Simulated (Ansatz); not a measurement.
## Al under changes of volume

One of the cells (16.669 Å³/atom); the others are scaled copies at fixed shape and fractional positions:

```
Al
1.0
     2.81246    0.00000    0.00000
    -1.40623    2.43566    0.00000
     0.00000    0.00000    4.86685
Al
2
Direct
  0.33333 0.66667 0.25000
  0.66667 0.33333 0.75000
```

This isn't the form of Al at room conditions, which is fcc.

| Item | Value |
| --- | --- |
| Program | Ansatz 0.2.0 |
| Functional | PBE |
| Potentials or basis | Ansatz PAW |
| Cutoff | 420 eV (not typed: the program's choice for these potentials) |
| k mesh | 11 × 11 × 6 |
| Occupations | fermi-dirac, width 0.05 eV |
| Spin | no spin polarisation |

```tsv
volume (Å³/atom)	energy over the lowest point (meV/atom)	pressure (GPa)
15.669	16.88	5.6
16.003	7.43	3.6
16.336	?	?
16.669	0.00	0.2
17.003	1.25	-1.3
17.336	5.37	-2.6
17.670	12.05	-3.7
```

What does the run at 16.336 Å³/atom give?

Energy over the lowest point 1.93 meV/atom; pressure 1.8 GPa.

Worked out: A Birch-Murnaghan fit of order 3 (a polynomial in V^(-2/3)) to the other rows has its minimum at 16.70 Å³/atom with B0 = V·E''(V) = 76 GPa and B' = 4.4 at fixed shape and positions, which overstates the stiffness. It gives 1.94 meV/atom at 16.336 Å³/atom, against the run's 1.93, and -dE/dV = 1.8 GPa, against 1.8.

Energies are extrapolated to zero smearing.
